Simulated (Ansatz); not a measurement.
# PbTe (rocksalt): a single-point run

The task is a single-point run on PbTe (rocksalt). The structure is shown as the input types it.

Program: Ansatz 0.2.0. Level of theory: DFT PBE, spin-orbit coupling, plane waves, PAW. These are calculated values, not measurements.

2 further runs of the same task are left out: 1 that didn't finish, 1 set aside as unsound or not needed. Runs told in other sessions of the task aren't counted.

### 1 The structure to begin with

The structure is cubic, space group Fm-3m (No. 225). Conventional cell: a = 5.249 Å, b = 5.249 Å, c = 5.249 Å, α = 90.00°, β = 90.00°, γ = 90.00°. Around Pb (site symmetry m-3m) lie 6 Te at 2.62 Å. Te (site symmetry m-3m) has 6 Pb at 2.62 Å in its first shell of neighbours.

As a file:

```cif
data_structure
_symmetry_space_group_name_H-M 'P 1'
_symmetry_Int_Tables_number 1
_cell_length_a 3.7113
_cell_length_b 3.7113
_cell_length_c 3.7113
_cell_angle_alpha 60.000
_cell_angle_beta 60.000
_cell_angle_gamma 60.000
_cell_volume 36.15
loop_
_atom_site_label
_atom_site_type_symbol
_atom_site_fract_x
_atom_site_fract_y
_atom_site_fract_z
_atom_site_occupancy
Pb1 Pb 0.50000 0.50000 0.50000 1
Te1 Te 0.00000 0.00000 0.00000 1
```

### 2 The calculation

Contents of input.yaml:

```yaml
crystal:
  lattice:
    - [0.0, 2.6243061, 2.6243061]
    - [2.6243061, 0.0, 2.6243061]
    - [2.6243061, 2.6243061, 0.0]
  atoms:
    - { symbol: Pb, position: [0.5, 0.5, 0.5] }
    - { symbol: Te, position: [0.0, 0.0, 0.0] }
basis:
  ecutwfc: 420
  ecutrho_ratio: 4
kpoints:
  mp_grid: { grid: [6, 6, 6] }
hamiltonian:
  xc: pbe
scf:
  occupations: { method: gaussian, width: 0.05 }
  max_iter: 60
output:
  forces: true
  stress: true
magnetization:
  noncollinear: true
  spin_orbit: true
```

The run is started by

```console
$ ansatz run input.yaml --threads 4 --pin off --max-ram 7168MiB --backend cpu --events-out ev --progress --plain --runs-dir out
```

**Question.** How will this run end, and is anything wrong with its input?

This run ends as converged. It gives a pressure of 115 GPa, which is large; a structure far from rest gives such values too, whatever the setting.

The structure is squeezed far below its natural size. The shortest distance in the input is 2.62 Å, between atoms 1 (Pb) and 2 (Te).

The cure: restore the intended size.
